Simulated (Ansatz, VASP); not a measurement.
One calculation of CaO, two programs

Contents of POSCAR:

```
CaO
1.0
    0.0000000000      2.5944801024      2.6067317416
    2.5944801024      0.0000000000      2.6067317416
    2.5944801024      2.5944801024      0.0000000000
Ca O
1 1
Direct
    0.0000000000      0.0000000000      0.0000000000
    0.2500000000      0.2500000000      0.2500000000
```

INCAR.step1

```
ALGO = Normal
EDIFF = 1E-4
ENCUT = 520
GGA = PE
ISMEAR = 0
LASPH = T
LCHARG = F
LREAL = F
LWAVE = T
NBANDS = 15
NELM = 80
PREC = Accurate
SIGMA = 0.01
```

The input INCAR.step2:

```
ALGO = Normal
EDIFF = 1E-7
ENCUT = 520
ISIF = 2
ISMEAR = 0
ISTART = 1
LASPH = T
LCHARG = F
LMIXTAU = T
LREAL = F
LWAVE = F
METAGGA = R2SCAN
NBANDS = 15
NELM = 80
PREC = Accurate
SIGMA = 0.01
```

File KPOINTS:

```
k-points
0
Gamma
  8 8 8
```

Input for Ansatz:

```yaml
crystal:
  lattice:
    - [0.0, 2.5944801024, 2.6067317416]
    - [2.5944801024, 0.0, 2.6067317416]
    - [2.5944801024, 2.5944801024, 0.0]
  atoms:
    - { symbol: Ca, position: [0.0, 0.0, 0.0] }
    - { symbol: O, position: [0.25, 0.25, 0.25] }
kpoints:
  mp_grid: { grid: [8, 8, 8] }
  band_path:
    path:
      - [0.0, 0.0, 0.0]
      - [-0.5, -0.5, 0.0]
      - [-0.375, -0.375, 0.25]
      - [-0.375, 0.0, 0.375]
      - [0.0, 0.0, 0.5]
      - [-0.5, -0.25, 0.25]
    npoints: 1
hamiltonian:
  xc: r2scan
scf:
  occupations: { method: fixed }
  n_extra_bands: 4
output:
  forces: true
  stress: true
  eigenvalues: true
```

Change from the starting cell: biaxial_xy strain -0.5%.

Alike in both runs: task single point; functional r2SCAN; k mesh 8 × 8 × 8; no spin polarisation.

```csv
,VASP,Ansatz
version,VASP 6.6.1,Ansatz 0.2.0
potentials or method,"VASP PAW PBE potentials, release 64 (Ca_sv, O)","plane waves, PAW"
plane-wave cutoff (eV),520,500
occupations,"gaussian, width 0.01 eV",fixed
valence electrons in the cell,16,16
```

```csv
,VASP,Ansatz,Ansatz less VASP
gap on the k mesh at the Fermi level (eV),3.76,3.79,+0.026
pressure (GPa),1.7,0.8,-0.96
```

Caveats: the PAW data sets were made with another functional, which shifts forces and pressure a little (VASP). A k mesh can miss the band edges.
